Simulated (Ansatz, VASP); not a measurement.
One calculation of Si, two programs

```
Si
1.0
     0.00000    2.84659    2.37292
     2.84659    0.00000    2.37292
     2.84659    2.84659    0.00000
Si
2
Direct
  0.50000 0.50000 0.50000
  0.75000 0.75000 0.75000
```

Alike in both runs: task single point; functional LDA; k mesh 12 × 12 × 12; occupations gaussian, width 0.05 eV; no spin polarisation.

```csv
,VASP,Ansatz
version,VASP 6.6.1,Ansatz 0.2.0
potentials or method,"VASP PAW LDA potentials, release 64 (Si)","scalar-relativistic, plane waves, PAW"
plane-wave cutoff (eV),520,420
valence electrons in the cell,8,8
```

|  | VASP | Ansatz | Ansatz less VASP |
| --- | --- | --- | --- |
| gap on the k mesh at the Fermi level (eV) | none | none | - |
| pressure (GPa) | 0.9 | 0.8 | -0.06 |
| largest component of the traceless stress (GPa) | 6.90 | 6.90 | +0.008 |

A gap of «none» marks a metal or a gap that the smearing closes. Ansatz warned: «pseudo_functional_mismatch».
